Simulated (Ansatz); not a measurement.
# CoSi: relaxing the atoms, phonons and relaxing cell and atoms, part 2 of 2

The task, for CoSi: 4 runs in a chain (relaxing the atoms, phonons and relaxing cell and atoms).

Ansatz 0.2.0; DFT PBEsol, scalar-relativistic, plane waves, PAW. Earlier steps stand in the parts before.

## Step 4: Relaxing cell and atoms

input.yaml

```yaml
crystal:
  lattice:
    - [4.445, 0.0, 0.0]
    - [0.0, 4.445, 0.0]
    - [0.0, 0.0, 4.445]
  atoms:
    - { symbol: Co, position: [0.144, 0.144, 0.144] }
    - { symbol: Co, position: [0.644, 0.356, 0.856] }
    - { symbol: Co, position: [0.856, 0.644, 0.356] }
    - { symbol: Co, position: [0.356, 0.856, 0.644] }
    - { symbol: Si, position: [0.843, 0.843, 0.843] }
    - { symbol: Si, position: [1.343, -0.343, 0.157] }
    - { symbol: Si, position: [0.157, 1.343, -0.343] }
    - { symbol: Si, position: [-0.343, 0.157, 1.343] }
scf:
  occupations: { method: fermi_dirac, width: 0.05 }
output:
  forces: true
  stress: true
hamiltonian:
  xc: pbesol
relax:
  f_tol: 0.003
  cell: { stress_tol: 0.03 }
kpoints:
  mp_grid: { grid: [8, 8, 8] }
```

On the command line:

```sh
$ ansatz run input.yaml --threads 8 --pin off --max-ram 16384MiB --backend cpu --events-out ev --progress --plain --runs-dir out
```

Output:

```text
Warning: RAYON_NUM_THREADS=8 ignored (pool sized by the plan → 8); use --threads N
Engine: ansatz 0.2.0, aarch64-unknown-linux-gnu
Pseudopotentials: kind: paw
Pseudopotential: Co, paw, valence charge 17, recommended cutoff 420 eV (normal), Co.paw.azcp
Pseudopotential: Si, paw, valence charge 4, recommended cutoff 420 eV (normal), Si.paw.azcp
Functional definition: PBEsol
  exchange = pbesol_x
  correlation = pbesol_c
Crystal: 8 atoms, lattice volume = 87.824 Å³
Basis set: ecut = 420 eV, 1743 PW (Γ), exchange–correlation on 60×60×60 points (8 copies of the dense FFT grid, shifted against one another)
Bands: 51, of which v1, the nominal top of the filled ones, is band 42 counted from 1 (41 counted from 0)
Symmetry: 12 space group operations
Space group: P213 (ITA 198), of the structure as read, at distance tolerance 4.4e-5 Å
k-points: 45 of 512 (time reversal used)
Non-local potential: Co, projectors of the file, l = 0: 3, l = 1: 2, l = 2: 3, l = 3: 1
Non-local potential: Si, projectors of the file, l = 0: 2, l = 1: 2, l = 2: 2
PAW form: soft (Blöchl's): semilocal exchange-correlation on the pseudo side does not see the compensation charge
PAW frozen core: Co, regenerated for the run's functional, and the local potential with it (the file was generated under x = pbe(κ = 0.804, μ = 0.2195149727645171), c = pbe(β = 0.06672455060314922))
PAW frozen core: Si, regenerated for the run's functional, and the local potential with it (the file was generated under x = pbe(κ = 0.804, μ = 0.2195149727645171), c = pbe(β = 0.06672455060314922))
PAW one-centre angular grid: Co, 590 points (default); XC on 64 Gauss nodes
PAW one-centre angular grid: Si, 110 points (default); XC on 64 Gauss nodes
Initial density: superposition of atomic densities (neutral atoms: chi_scale 0, normalization atom), corrected by the library's trained network
Initial wavefunctions: pseudopotential atomic-orbital guess
Functional: x = pbesol(κ = 0.804, μ = 0.12345679012345678), c = pbesol(β = 0.046)
SCF iter   1: F=—  HF=-22863.701087 eV  |F-HF|=—  |Δ(HF+E_count)|=         —  Δρ=1.65e-2  dr2=1.11e-1  ethr=1.77e-3  ⟨swp⟩=6.7  Hψ=8937  notcnv=0  defer=9
preconditioner: auto → Resta (q_TF=auto, 2.708 Å⁻¹)  ε∞=19.6  [insulator: Δε(μ)=0.137 eV  Ē_g=6.627 eV  σ=0.050 eV  W_gap=0.52  n_scr=26 (ndim 8)  ℏωp=28.6 eV  f_vac=0.000  D(μ)=1.36/eV (n_scr^D=6)  ε∞_Penn≈19.6]
SCF iter   2: F=—  HF=-22863.681050 eV  |F-HF|=—  |Δ(HF+E_count)|=   2.00e-2  Δρ=4.54e-3  dr2=7.57e-3  ethr=1.32e-4  ⟨swp⟩=2.8  Hψ=3986  notcnv=0  defer=93
SCF iter   3: F=—  HF=-22863.679958 eV  |F-HF|=—  |Δ(HF+E_count)|=   1.09e-3  Δρ=8.65e-4  dr2=1.89e-4  ethr=9.01e-6  ⟨swp⟩=2.4  Hψ=3396  notcnv=0  defer=93
SCF iter   4: F=—  HF=-22863.679941 eV  |F-HF|=—  |Δ(HF+E_count)|=   1.69e-5  Δρ=1.65e-4  dr2=9.54e-6  ethr=2.25e-7  ⟨swp⟩=2.1  Hψ=3482  notcnv=0  defer=93
SCF iter   5: F=—  HF=-22863.680087 eV  |F-HF|=—  |Δ(HF+E_count)|=   1.46e-4  Δρ=8.17e-5  dr2=4.52e-6  ethr=1.14e-8  ⟨swp⟩=2.0  Hψ=3844  notcnv=0  defer=93
SCF iter   6: F=—  HF=-22863.680086 eV  |F-HF|=—  |Δ(HF+E_count)|=   5.87e-7  Δρ=1.96e-5  dr2=1.67e-7  ethr=5.38e-9  ⟨swp⟩=2.0  Hψ=2759  notcnv=0  defer=93
SCF iter   7: F=-22863.680086 eV  HF=-22863.680086 eV  |F-HF|=3.15e-9  |Δ(HF+E_count)|=   1.50e-8  Δρ=2.12e-6  dr2=2.80e-9  ethr=1.19e-10  ⟨swp⟩=4.0  Hψ=7164  notcnv=0
SCF 1 converged in 7 iterations: F = -22863.680086 eV  dr2 = 2.80e-9
relax step   1: F+E_penalty+E_count = -22863.68008644 eV  Δ(F+E_penalty+E_count) = +0.000e0 eV  max|allowed force component| = 1.857e-2 eV/Å  Δτ_max = 0.0000 Å  P = -8.832 GPa  Ω = 87.824 Å³  (7 SCF iters, dr2 threshold 1.00e-7 eV, accepted)
Crystal: 8 atoms, lattice volume = 85.837 Å³
Initial density: handed on by an earlier stage of this run
Initial wavefunctions: those handed on with the density
iter 1 solved again at ethr=8.42e-6 eV; its pass at ethr=3.10e-3 eV (dr2=7.07e-3 eV) is discarded
SCF iter   1: F=—  HF=-22863.762641 eV  |F-HF|=—  |Δ(HF+E_count)|=         —  Δρ=3.84e-3  dr2=8.08e-3  ethr=8.42e-6  ⟨swp⟩=1.9  Hψ=9963  notcnv=0
preconditioner: auto → Resta (q_TF=auto, 2.718 Å⁻¹)  ε∞=19.1  [insulator: Δε(μ)=0.143 eV  Ē_g=6.787 eV  σ=0.050 eV  W_gap=0.56  n_scr=26 (ndim 8)  ℏωp=28.9 eV  f_vac=0.000  D(μ)=1.39/eV (n_scr^D=6)  ε∞_Penn≈19.1]
SCF iter   2: F=—  HF=-22863.761410 eV  |F-HF|=—  |Δ(HF+E_count)|=   1.23e-3  Δρ=1.00e-3  dr2=6.07e-4  ethr=8.42e-6  ⟨swp⟩=2.3  Hψ=2821  notcnv=0
SCF iter   3: F=—  HF=-22863.761383 eV  |F-HF|=—  |Δ(HF+E_count)|=   2.74e-5  Δρ=3.83e-4  dr2=1.08e-4  ethr=7.23e-7  ⟨swp⟩=2.0  Hψ=3053  notcnv=0
SCF iter   4: F=—  HF=-22863.761369 eV  |F-HF|=—  |Δ(HF+E_count)|=   1.43e-5  Δρ=2.21e-4  dr2=3.68e-5  ethr=1.28e-7  ⟨swp⟩=2.0  Hψ=3470  notcnv=0
SCF iter   5: F=—  HF=-22863.761363 eV  |F-HF|=—  |Δ(HF+E_count)|=   5.07e-6  Δρ=3.03e-5  dr2=3.45e-7  ethr=4.38e-8  ⟨swp⟩=2.1  Hψ=2773  notcnv=0
SCF iter   6: F=-22863.761364 eV  HF=-22863.761364 eV  |F-HF|=4.45e-9  |Δ(HF+E_count)|=   1.21e-7  Δρ=3.53e-6  dr2=7.24e-9  ethr=4.11e-10  ⟨swp⟩=4.0  Hψ=7167  notcnv=0
SCF 2 converged in 6 iterations: F = -22863.761364 eV  dr2 = 7.24e-9
relax step   2: F+E_penalty+E_count = -22863.76136357 eV  Δ(F+E_penalty+E_count) = -8.128e-2 eV  max|allowed force component| = 2.109e-2 eV/Å  Δτ_max = 0.0031 Å  P = -3.918 GPa  Ω = 85.837 Å³  energy of the carried Pulay correction = +1.365e-3 eV  (6 SCF iters, dr2 threshold 8.00e-7 eV, accepted)
Crystal: 8 atoms, lattice volume = 84.276 Å³
Basis set: ecut = 420 eV, 1647 PW (Γ), exchange–correlation on 60×60×60 points (8 copies of the dense FFT grid, shifted against one another)
iter 1 solved again at ethr=6.41e-6 eV; its pass at ethr=3.10e-3 eV (dr2=5.39e-3 eV) is discarded
SCF iter   1: F=—  HF=-22863.781924 eV  |F-HF|=—  |Δ(HF+E_count)|=         —  Δρ=3.28e-3  dr2=5.94e-3  ethr=6.41e-6  ⟨swp⟩=2.0  Hψ=10012  notcnv=0
preconditioner: auto → Resta (q_TF=auto, 2.727 Å⁻¹)  ε∞=18.8  [insulator: Δε(μ)=0.146 eV  Ē_g=6.915 eV  σ=0.050 eV  W_gap=0.56  n_scr=26 (ndim 8)  ℏωp=29.2 eV  f_vac=0.000  D(μ)=1.33/eV (n_scr^D=6)  ε∞_Penn≈18.8]
SCF iter   2: F=—  HF=-22863.781015 eV  |F-HF|=—  |Δ(HF+E_count)|=   9.09e-4  Δρ=9.19e-4  dr2=4.96e-4  ethr=6.41e-6  ⟨swp⟩=2.4  Hψ=2805  notcnv=0
SCF iter   3: F=—  HF=-22863.781038 eV  |F-HF|=—  |Δ(HF+E_count)|=   2.31e-5  Δρ=3.32e-4  dr2=7.15e-5  ethr=5.90e-7  ⟨swp⟩=2.0  Hψ=3021  notcnv=0
SCF iter   4: F=—  HF=-22863.781029 eV  |F-HF|=—  |Δ(HF+E_count)|=   9.15e-6  Δρ=1.90e-4  dr2=2.55e-5  ethr=8.51e-8  ⟨swp⟩=2.0  Hψ=3470  notcnv=0
iter 5 did not close the SCF: its close was put off for the readings that it lacked (scf_convergence_deferred on its scf_iter line)
SCF iter   5: F=-22863.781026 eV  HF=-22863.781026 eV  |F-HF|=5.39e-8  |Δ(HF+E_count)|=   3.29e-6  Δρ=2.50e-5  dr2=2.27e-7  ethr=3.04e-8  ⟨swp⟩=2.0  Hψ=2745  notcnv=0
SCF iter   6: F=-22863.781026 eV  HF=-22863.781026 eV  |F-HF|=6.94e-9  |Δ(HF+E_count)|=   8.14e-8  Δρ=4.38e-6  dr2=8.08e-9  ethr=2.71e-10  ⟨swp⟩=2.2  Hψ=7469  notcnv=0
SCF 3 converged in 6 iterations: F = -22863.781026 eV  dr2 = 8.08e-9
relax step   3: F+E_penalty+E_count = -22863.78102567 eV  Δ(F+E_penalty+E_count) = -1.966e-2 eV  max|allowed force component| = 1.891e-2 eV/Å  Δτ_max = 0.0058 Å  P = +0.346 GPa  Ω = 84.276 Å³  energy of the carried Pulay correction = +2.459e-3 eV  (6 SCF iters, dr2 threshold 8.00e-7 eV, accepted)
[... 12 lines left out ...]
relax step   4: F+E_penalty+E_count = -22863.78121957 eV  Δ(F+E_penalty+E_count) = -1.939e-4 eV  max|allowed force component| = 1.053e-2 eV/Å  Δτ_max = 0.0014 Å  P = +0.039 GPa  Ω = 84.372 Å³  energy of the carried Pulay correction = +2.391e-3 eV  (6 SCF iters, dr2 threshold 2.99e-7 eV, accepted)
[... 11 lines left out ...]
relax step   5: F+E_penalty+E_count = -22863.78130068 eV  Δ(F+E_penalty+E_count) = -8.111e-5 eV  max|allowed force component| = 2.850e-3 eV/Å  Δτ_max = 0.0022 Å  P = +0.003 GPa  Ω = 84.370 Å³  energy of the carried Pulay correction = +2.393e-3 eV  (6 SCF iters, dr2 threshold 6.93e-9 eV, accepted)
[... 10 lines left out ...]
relax step   6: F+E_penalty+E_count = -22863.77944063 eV  Δ(F+E_penalty+E_count) = +1.860e-3 eV  max|allowed force component| = 2.836e-3 eV/Å  Δτ_max = 0.0000 Å  P = -0.036 GPa  Ω = 84.370 Å³  stress off target by 3.64e-2 GPa  SCF on the basis re-selected at this cell (its energy is not comparable with the rows above)  (7 SCF iters)
[... 13 lines left out ...]
relax step   7: F+E_penalty+E_count = -22863.77945352 eV  Δ(F+E_penalty+E_count) = -1.289e-5 eV  max|allowed force component| = 2.932e-5 eV/Å  Δτ_max = 0.0003 Å  P = -0.000 GPa  Ω = 84.358 Å³  energy of the carried Pulay correction = +8.296e-6 eV  (6 SCF iters, dr2 threshold 3.31e-9 eV, accepted)
iter 1 solved again at ethr=7.76e-7 eV; its pass at ethr=3.10e-3 eV (dr2=6.51e-4 eV) is discarded
SCF iter   1: F=—  HF=-22863.779336 eV  |F-HF|=—  |Δ(HF+E_count)|=         —  Δρ=5.31e-6  dr2=1.48e-8  ethr=7.76e-7  ⟨swp⟩=3.0  Hψ=14382  notcnv=0
eigensolver tolerance schedule: the retry pair's looser diagonalisation over-reported the residual by 44103.31 of it (diagonalisation noise at an unbounded share of the residual, at the tolerance the schedule requests for it); recorded, not acted on — ethr = c·dr2/N_el stays at c = 1.0e-1
SCF iter   2: F=—  HF=-22863.779454 eV  |F-HF|=—  |Δ(HF+E_count)|=   1.18e-4  Δρ=3.98e-6  dr2=7.69e-9  ethr=1.76e-11  ⟨swp⟩=3.6  Hψ=5773  notcnv=0
SCF iter   3: F=—  HF=-22863.779454 eV  |F-HF|=—  |Δ(HF+E_count)|=  7.60e-10  Δρ=2.15e-6  dr2=2.29e-9  ethr=9.15e-12  ⟨swp⟩=1.0  Hψ=2295  notcnv=0
SCF iter   4: F=—  HF=-22863.779454 eV  |F-HF|=—  |Δ(HF+E_count)|=  2.29e-10  Δρ=1.02e-6  dr2=5.37e-10  ethr=2.73e-12  ⟨swp⟩=1.0  Hψ=2295  notcnv=0
SCF iter   5: F=—  HF=-22863.779454 eV  |F-HF|=—  |Δ(HF+E_count)|=  3.64e-12  Δρ=7.49e-7  dr2=2.96e-10  ethr=1.00e-12  ⟨swp⟩=1.0  Hψ=2295  notcnv=0
SCF iter   6: F=—  HF=-22863.779454 eV  |F-HF|=—  |Δ(HF+E_count)|=  1.82e-11  Δρ=5.82e-7  dr2=1.79e-10  ethr=1.00e-12  ⟨swp⟩=1.0  Hψ=2295  notcnv=0
SCF iter   7: F=—  HF=-22863.779454 eV  |F-HF|=—  |Δ(HF+E_count)|=  7.28e-12  Δρ=4.21e-7  dr2=9.40e-11  ethr=1.00e-12  ⟨swp⟩=1.0  Hψ=2295  notcnv=0
iter 8 did not close the SCF: its close was put off for the readings that it lacked (scf_convergence_deferred on its scf_iter line)
SCF iter   8: F=-22863.779454 eV  HF=-22863.779454 eV  |F-HF|=2.55e-11  |Δ(HF+E_count)|=  3.64e-12  Δρ=2.21e-7  dr2=2.60e-11  ethr=1.00e-12  ⟨swp⟩=1.0  Hψ=2295  notcnv=0
iter 9 did not close the SCF: its close was put off for the readings that it lacked (scf_convergence_deferred on its scf_iter line)
SCF iter   9: F=-22863.779454 eV  HF=-22863.779454 eV  |F-HF|=3.64e-12  |Δ(HF+E_count)|=  7.28e-12  Δρ=8.45e-8  dr2=3.81e-12  ethr=1.00e-12  ⟨swp⟩=1.0  Hψ=2295  notcnv=0
iter 10 did not close the SCF: its close was put off for the readings that it lacked (scf_convergence_deferred on its scf_iter line)
SCF iter  10: F=-22863.779454 eV  HF=-22863.779454 eV  |F-HF|=7.28e-12  |Δ(HF+E_count)|=  3.64e-12  Δρ=1.48e-8  dr2=1.15e-13  ethr=1.00e-12  ⟨swp⟩=1.0  Hψ=2295  notcnv=0
iter 11 did not close the SCF: its close was put off for the readings that it lacked (scf_convergence_deferred on its scf_iter line)
SCF iter  11: F=-22863.779454 eV  HF=-22863.779454 eV  |F-HF|=1.46e-11  |Δ(HF+E_count)|=  7.28e-12  Δρ=7.23e-9  dr2=2.77e-14  ethr=1.00e-12  ⟨swp⟩=1.0  Hψ=2295  notcnv=0
SCF iter  12: F=-22863.779454 eV  HF=-22863.779454 eV  |F-HF|=0.00e0  |Δ(HF+E_count)|=    0.00e0  Δρ=2.03e-9  dr2=2.58e-15  ethr=1.00e-12  ⟨swp⟩=2.5  Hψ=6699  notcnv=0
SCF 8 converged in 12 iterations: F = -22863.779454 eV  dr2 = 2.58e-15
relax step   8: F+E_penalty+E_count = -22863.77945352 eV  Δ(F+E_penalty+E_count) = -3.638e-12 eV  max|allowed force component| = 2.948e-5 eV/Å  Δτ_max = 0.0000 Å  P = -0.000 GPa  Ω = 84.358 Å³  stress off target by 2.59e-4 GPa  SCF on the basis re-selected at this cell (its energy is not comparable with the rows above)  (12 SCF iters)
basis re-selected at this cell: Δ(F+E_penalty+E_count) = -3.638e-12 eV, ΔP = -0.000 GPa vs the last step (what re-selecting the basis moved, of the pressure what is left beyond the Pulay correction that the steps carried, after the strain that the cell walked since its last selection, with what the two solves' SCF thresholds leave and, on support functions, any second-order correction that the steps lacked; it is no measure of the basis error at this ecutwfc). This SCF's stress stands 2.59e-4 GPa from its target on what of the cell is left free (relax.cell.stress_tol is 3.00e-2 GPa) and its largest allowed force component is 2.95e-5 eV/Å (relax.f_tol is 3.00e-3 eV/Å): within both
SCF converged after 12 iterations
Free energy (F): -22863.779454 eV
Harris-Foulkes:  -22863.779454 eV  (|F-HF|=0.00e0)
Internal energy: -22863.766840 eV  (E = F + TS)
E sigma→0 (E₀):  -22863.773147 eV
Entropy (-TS):   -0.012613 eV (-1.577 meV/atom)
Fermi energy:    17.211628 eV
--- Per-component energies (eV) ---
  E_band       = -905.784237
  E_kinetic    = 2018.743440
  E_local      = -14056.128713  (includes V_loc(G=0)·N_el)
  E_nonlocal   = 1929.607634
  E_hartree    = 6102.109417
  E_xc         = -866.142333
  E_vxc        = -1027.271533  (∫ρ·V_xc dr)
  E_paw        = -7934.611012  (= ΣΔE_a)
  E_vpaw       = -1974.954090  (= ΣTr[D̂ρ^β])
  E_aug_tail   = 0.000194  (compensation charges beyond the density's cutoff)
  E_ewald      = -10058.225386
  E_core_change = 0.879920  (= ΣΔE_core)
  E_smearing   = -0.012613  (= −TS)
  E_closure    = -0.000000  (closes the sum)
  Σ components = -22863.779454   (vs F -22863.779454, Δ=0.00e0)
--- Forces (eV/Å), atoms counted from 1 ---
  atom   1  Co    -0.00001397    -0.00001397    -0.00001397
  atom   2  Co    -0.00001397     0.00001397     0.00001397
  atom   3  Co     0.00001397    -0.00001397     0.00001397
  atom   4  Co     0.00001397     0.00001397    -0.00001397
  atom   5  Si     0.00002948     0.00002948     0.00002948
  atom   6  Si     0.00002948    -0.00002948    -0.00002948
  atom   7  Si    -0.00002948     0.00002948    -0.00002948
  atom   8  Si    -0.00002948    -0.00002948     0.00002948
  max |Σ_I F_I| component: 1.25e-16 eV/Å
--- Stress (GPa, compression-positive) ---
       -0.000259       0.000000       0.000000
        0.000000      -0.000259      -0.000000
        0.000000      -0.000000      -0.000259
  P = ⅓ Tr σ = -0.0003 GPa (-0.003 kbar)
--- Relaxed structure (6 steps of the walk, 6 accepted, 2 SCFs on fresh bases) ---
  F+E_penalty+E_count = -22863.77945352 eV   max|allowed force component| = 2.948e-5 eV/Å   (the final SCF, on the basis selected at the relaxed cell)
  cell:  # Å, volume = 84.3582 Å³
    - [4.38573491591459, 8.345696425678021e-34, 8.345696425678023e-34]
    - [7.0617431294198645e-34, 4.38573491591459, 6.419766481290786e-35]
    - [1.0913603018194334e-33, 6.419766481290786e-35, 4.38573491591459]
  atoms:
    - { symbol: Co, position: [0.14563339817114776, 0.14563339817114776, 0.14563339817114776] }
    - { symbol: Co, position: [0.6456333981711477, 0.3543666018288521, 0.8543666018288522] }
    - { symbol: Co, position: [0.8543666018288522, 0.6456333981711477, 0.3543666018288521] }
    - { symbol: Co, position: [0.3543666018288521, 0.8543666018288522, 0.6456333981711477] }
    - { symbol: Si, position: [0.8432858820547197, 0.8432858820547197, 0.8432858820547197] }
    - { symbol: Si, position: [1.3432858820547198, -0.34328588205471977, 0.15671411794528026] }
    - { symbol: Si, position: [0.15671411794528026, 1.3432858820547198, -0.34328588205471977] }
    - { symbol: Si, position: [-0.34328588205471977, 0.15671411794528026, 1.3432858820547198] }
```

Wall time 16 s (8 threads of Arm Neoverse V2, shared host); peak memory 0.56 GiB.

Relaxation path:

```csv
step,E - E(step 1) (eV/cell),largest force component (eV/Å),pressure (GPa),volume (Å³)
1,0.0000,0.0186,-8.83,87.82
2,-0.0813,0.0211,-3.92,85.84
3,-0.1009,0.0189,0.35,84.28
4,-0.1011,0.0105,0.04,84.37
5,-0.1012,0.0029,0.00,84.37
6,-0.0994,0.0028,-0.04,84.37
7,-0.0994,0.0000,0.00,84.36
8,-0.0994,0.0000,0.00,84.36
```

Step 1 is the start. Steps 6, 8 each repeat the geometry before them on a plane-wave basis chosen anew, so the energy can jump there without any move.

|  | before | after | change |
| --- | --- | --- | --- |
| a (Å) | 4.445 | 4.386 | -1.3 % |
| b (Å) | 4.445 | 4.386 | -1.3 % |
| c (Å) | 4.445 | 4.386 | -1.3 % |
| volume (Å³/atom) | 10.98 | 10.54 | -3.9 % |
| shortest distance (Å) | 2.317 | 2.297 | -0.9 % |
| space group (0.01 Å) | P2_13 | P2_13 | same |

The run keeps the 12 symmetry operations of the start, so it could not have lowered the symmetry.

## Step 5: Phonons

It takes the final geometry of step 4.

input.yaml

```yaml
crystal:
  lattice:
    - [4.3857349159, 0.0, 0.0]
    - [0.0, 4.3857349159, 0.0]
    - [0.0, 0.0, 4.3857349159]
  atoms:
    - { symbol: Co, position: [0.1456333982, 0.1456333982, 0.1456333982] }
    - { symbol: Co, position: [0.6456333982, 0.3543666018, 0.8543666018] }
    - { symbol: Co, position: [0.8543666018, 0.6456333982, 0.3543666018] }
    - { symbol: Co, position: [0.3543666018, 0.8543666018, 0.6456333982] }
    - { symbol: Si, position: [0.8432858821, 0.8432858821, 0.8432858821] }
    - { symbol: Si, position: [1.3432858821, -0.3432858821, 0.1567141179] }
    - { symbol: Si, position: [0.1567141179, 1.3432858821, -0.3432858821] }
    - { symbol: Si, position: [-0.3432858821, 0.1567141179, 1.3432858821] }
scf:
  occupations: { method: fermi_dirac, width: 0.05 }
output: {}
hamiltonian:
  xc: pbesol
phonons:
  method: dfpt
  rigid_motions: translations
  eigenvectors: true
kpoints:
  mp_grid: { grid: [8, 8, 8] }
```

On the command line:

```sh
$ ansatz run input.yaml --threads 8 --pin off --max-ram 16384MiB --backend cpu --events-out ev --progress --plain --runs-dir out
```

Output, shortened:

```text
Warning: RAYON_NUM_THREADS=8 ignored (pool sized by the plan → 8); use --threads N
[...]
[... 4 set-up lines as earlier in the session ...]
[...]
Crystal: 8 atoms, lattice volume = 84.358 Å³
Basis set: ecut = 420 eV, 1647 PW (Γ), exchange–correlation on 60×60×60 points (8 copies of the dense FFT grid, shifted against one another)
Bands: 51, of which v1, the nominal top of the filled ones, is band 42 counted from 1 (41 counted from 0)
[... 1 set-up line as earlier in the session ...]
k-points: 260 of 512 (irreducible under 1 space group operation, time reversal used)
[...]
SCF iter   1: F=—  HF=-22863.799555 eV  |F-HF|=—  |Δ(HF+E_count)|=         —  Δρ=1.62e-2  dr2=1.00e-1  ethr=1.77e-3  ⟨swp⟩=6.7  Hψ=51757  notcnv=0  defer=44
[...]
SCF converged after 10 iterations
Free energy (F): -22863.779454 eV
[...]
E sigma→0 (E₀):  -22863.773147 eV
Entropy (-TS):   -0.012613 eV (-1.577 meV/atom)
Fermi energy:    17.211628 eV
[...]
--- Band table (eV; the first three rows and the last of 260) ---
[...]
--- Phonons (Γ-DFPT): 2 representative perturbations + reference, on 260 of 512 k-points (Σ response iterations 7) ---
  k mesh reduced under 1 symmetry operation, with k and −k counted as one. Each operation leaves every solved perturbation unchanged. A smaller set is not used because it would not reduce the number of displacements times k-points to solve
  ASR residual: 2.486e-4 → 0.000e0 eV/Å²; symmetrization residual: 1.934e-6 eV/Å²
  ASR residual per site (eV/Å²): 2.49e-4 2.49e-4 2.49e-4 2.49e-4 2.19e-5 2.19e-5 2.19e-5 2.19e-5
  Γ frequencies (cm⁻¹): 0.00 0.00 0.00 199.97 218.24 218.24 235.18 235.18 235.18 256.37 256.37 256.37 322.94 322.94 322.94 325.98 325.98 366.82 366.82 366.82 374.18 437.14 437.14 437.14
  non-analytic LO–TO correction: not included (Born effective charges unavailable; polar crystals: no LO–TO splitting at Γ)
```

It took 56 s on 8 threads of Arm Neoverse V2, shared host; peak memory 3.8 GiB.

Optical levels at the zone centre, without the three acoustic modes (i: imaginary):

```csv
cm⁻¹,modes
200,1
218,2
235,3
256,3
323,3
326,2
367,3
374,1
437,3
```

Displacements in the lowest optical mode (200 cm⁻¹), eigenvector over the root of the mass, scaled so that the longest move is 1.

```
atom      x      y      z
 Co1  -0.58  -0.58  -0.58
 Co2  -0.58   0.58   0.58
 Co3   0.58  -0.58   0.58
 Co4   0.58   0.58  -0.58
 Si5  -0.04  -0.04  -0.04
 Si6  -0.04   0.04   0.04
 Si7   0.04  -0.04   0.04
 Si8   0.04   0.04  -0.04
```

Displacements in the highest mode (437 cm⁻¹), eigenvector over the root of the mass, scaled so that the longest move is 1. It is one member of a degenerate level, so its direction within the level is arbitrary.

```
atom      x      y      z
 Co1  -0.18  -0.04  -0.04
 Co2   0.00  -0.09   0.14
 Co3  -0.02  -0.13  -0.09
 Co4  -0.17  -0.08   0.09
 Si5   0.44   0.36   0.53
 Si6  -0.05  -0.16  -0.14
 Si7  -0.18   0.01   0.04
 Si8   0.57   0.53  -0.63
```

## Step 6: Summary of results

This closing draws on all 2 parts.

```
step  volume (Å³/atom)  pressure (GPa)  energy above the lowest (meV/atom)  gap on the mesh (eV)   time
   2             10.98            -8.8                                12.5                  0.00  6.7 s
   4             10.54             0.0                                 0.0                   n/a   16 s
```

| quantity | value |
| --- | --- |
| relaxed cell, step 4 | a = 4.386 Å, b = 4.386 Å, c = 4.386 Å, α = 90.00°, β = 90.00°, γ = 90.00° |
| optical modes at Γ (step 3) | 175 to 409 cm⁻¹ |
| optical modes at Γ (step 5) | 200 to 437 cm⁻¹ |

No zone-centre mode (step 3) is imaginary. That tests stability at Γ alone. All optical modes at Γ (step 5) are real. Against the measured lattice constant a of CoSi, 4.4423 Å (300 K; powder; “Near coincidence of metal-insulator transition and quantum critical fluctuations: Electronic ground state and magnetic order in Fe1-xCoxSi”, 2023, arxiv:2303.13999), the calculated 4.386 Å is off by -1.3 %. 4 values of this kind are on record (4.433 to 4.445 Å); this one was drawn at random among those near their median, those with a stated uncertainty first. That is the cell relaxed with PBEsol, without thermal expansion or zero-point motion. The final runs have no spin polarisation, so no magnetic state was tried and one may lie lower.
